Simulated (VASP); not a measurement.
A run of VASP 6.6.1 is set up as follows.

The input POSCAR:

```
Si
1.0
    3.8313174605      0.0000000000      0.0000000000
   -1.9156587303      3.3180182508      0.0000000000
    0.0000000000      0.0000000000      6.3326220002
Si
4
Direct
    0.3333333333      0.6666666667      0.0630095000
    0.6666666667      0.3333333333      0.5630095000
    0.3333333333      0.6666666667      0.4369905000
    0.6666666667      0.3333333333      0.9369905000
```

Contents of INCAR.step1:

```
SYSTEM = Si
ALGO = Normal
EDIFF = 1E-4
ENCUT = 520
GGA = PE
ISMEAR = -1
LASPH = .True.
LCHARG = .False.
LREAL = .False.
LWAVE = .True.
NBANDS = 16
NELM = 100
PREC = Accurate
SIGMA = 0.03
```

INCAR.step2

```
SYSTEM = Si
ALGO = Normal
EDIFF = 1E-8
ENCUT = 520
ISIF = 2
ISMEAR = -1
ISTART = 1
LASPH = .True.
LCHARG = .False.
LEFG = .True.
LMIXTAU = .True.
LREAL = .False.
LWAVE = .False.
METAGGA = R2SCAN
NBANDS = 16
NELM = 100
PREC = Accurate
SIGMA = 0.03
```

The input KPOINTS:

```
k-points
0
Gamma
  7 7 4
  0 0 0
```

Potentials or basis: VASP PAW PBE potentials, release 64 (Si).

Launch:

```console
$ cat potpaw_PBE.64/Si/POTCAR > POTCAR
$ cp INCAR.step1 INCAR
$ mpirun -np 1 vasp_std > vasp.out
$ cp INCAR.step2 INCAR
$ mpirun -np 1 vasp_std > vasp.out
```

(1) Predict the band gap on the k mesh.

(2) Estimate the largest force.

(3) What does it give for the pressure?

Results:

(1) 0.68 eV, indirect (least direct gap 1.37 eV).

(2) 0.007 eV/Å.

(3) 0.0 GPa.

Caveat: the PAW data sets were made with another functional, which shifts forces and pressure a little; an odd mesh through Γ misses points on the zone boundary, where band edges often lie.
